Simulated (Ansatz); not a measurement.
Free-standing sheet of WSe2:

```yaml
crystal:
  lattice:
    - [3.28552, 0.00000, 0.00000]
    - [-1.64276, 2.84534, 0.00000]
    - [0.00000, 0.00000, 32.73749]
  periodic: [true, true, false]
  atoms:
    - { symbol: Se, position: [0.33333, 0.66667, 0.44854] }
    - { symbol: W, position: [0.66667, 0.33333, 0.50000] }
    - { symbol: Se, position: [0.33333, 0.66667, 0.55146] }
```

Level of theory: DFT PBE+D3(BJ), scalar-relativistic, plane waves, PAW in Ansatz 0.2.0. Settings: cutoff 420 eV, Γ-centred mesh 12×12×1 on the computed 3-atom cell, Gaussian smearing of 0.02 eV; no spin polarisation. No periodic images along c.

Without a field its gap is 1.65 eV.

Task: An external electric field is applied along +c with the atoms held. How do the gap, the energy and the largest force respond?

Result:
```tsv
field (V/Å)	gap	ΔE (meV/cell)	largest force (eV/Å)
-0.20	1.65 eV	-5.8	0.017
+0.10	1.65 eV	-1.4	0.008
+0.20	1.65 eV	-5.8	0.017
+0.35	1.65 eV	-17.7	0.029
```

Spin-orbit coupling is left out, which matters for the bands of heavy elements.

Cost: 5 runs of about 3.8 core-minutes in all, on Intel Xeon 6975P-C (Granite Rapids), AMD EPYC 7R43 (Zen 3) (shared hosts).